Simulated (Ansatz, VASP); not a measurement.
# Pt: VASP beside Ansatz

```
CELL_PARAMETERS angstrom
0.00000 1.98727 1.95790
1.98727 0.00000 1.95790
1.98727 1.98727 0.00000
ATOMIC_POSITIONS crystal
Pt 0.00000 0.00000 0.00000
```

Change from the starting cell: strain +0.015 along x and y, +0.000 along z, atoms carried along.

Alike in both runs: task single point; functional PBEsol; k mesh 20 × 20 × 20; occupations gaussian, width 0.15 eV; no spin polarisation.

|  | VASP | Ansatz |
| --- | --- | --- |
| version | VASP 6.6.1 | Ansatz 0.2.0 |
| potentials or method | VASP PAW PBE potentials, release 64 (Pt) | scalar-relativistic, plane waves, PAW |
| plane-wave cutoff (eV) | 520 | 420 |
| valence electrons in the cell | 10 | 18 |

```tsv
	VASP	Ansatz	Ansatz less VASP
gap on the k mesh at the Fermi level (eV)	none	none	-
pressure (GPa)	-7.8	-7.4	+0.41
largest component of the traceless stress (GPa)	0.85	0.85	+0.002
```

A gap of «none» marks a metal or a gap that the smearing closes. The two sets of potentials don't hold the same shells in valence.

Caveats: the PAW data sets were made with another functional, which shifts forces and pressure a little (VASP). Spin-orbit coupling is left out, which matters for the levels of Pt.
